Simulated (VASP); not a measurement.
Wanted: the native input for a VASP 6.6.1 run.

```
Task                      : relaxation of the atoms
Functional                : optB86b-vdW
Potentials or basis       : VASP PAW PBE potentials, release 64 (Ni)
Cutoff                    : 520 eV
k mesh                    : 12 × 12 × 1
Occupations               : gaussian, width 0.05 eV
Spin                      : collinear spin, ferromagnetic start
Starting moments          : [1.0] μB
Dipole correction         : yes
Atoms held fixed (from 0) : [0]
Further INCAR settings    : ALGO = Normal; EDIFF = 1e-07; IBRION = 2; EDIFFG = -0.02; NSW = 60
```

The structure of Ni lies in POSCAR:

```
Ni
1.0
    2.2591100000      0.0000000000      0.0000000000
    0.0000000000      2.2591100000      0.0000000000
    0.0000000000      0.0000000000     23.8000000000
Ni
1
Selective dynamics
Direct
    0.5000000000      0.5000000000      0.2941200000  F F F
```

The cell was built by a generator and needn't be a form met in nature.

One way to write it, as run:

INCAR

```
SYSTEM = Ni
PREC = Accurate
ENCUT = 520
EDIFF = 1E-7
ISMEAR = 0
SIGMA = 0.05
LREAL = .False.
LASPH = .True.
NELM = 120
ALGO = Normal
ISIF = 2
LWAVE = .False.
LCHARG = .False.
ISPIN = 2
MAGMOM = 1
LORBIT = 11
LMAXMIX = 4
LDIPOL = .True.
IDIPOL = 3
DIPOL = 0.5 0.5 0.294
GGA = MK
LUSE_VDW = .True.
AGGAC = 0.0
PARAM1 = 0.1234
PARAM2 = 1.0
IBRION = 2
NSW = 60
EDIFFG = -0.02
```

KPOINTS

```
Automatic mesh
0
Gamma
  12 12 1
  0 0 0
```

Potentials or basis: VASP PAW PBE potentials, release 64 (Ni).

Command:

```sh
$ cat potpaw_PBE.64/Ni/POTCAR > POTCAR
$ mpirun -np 1 vasp_std > vasp.out
```

It gave:

The band gap on the k mesh is none (metal or under the smearing width). The net moment is 0.75 μB per cell and the site moments are Ni +0.78 μB. The valence electrons inside the program's atomic spheres are Ni 9.17.

Caveat: the relaxation stopped at its first step, so nothing moved.

It took 3.8 min on 1 thread of Intel(R) Xeon(R) 6975P-C (Granite Rapids), on a shared host, peak memory 0.62 GiB.
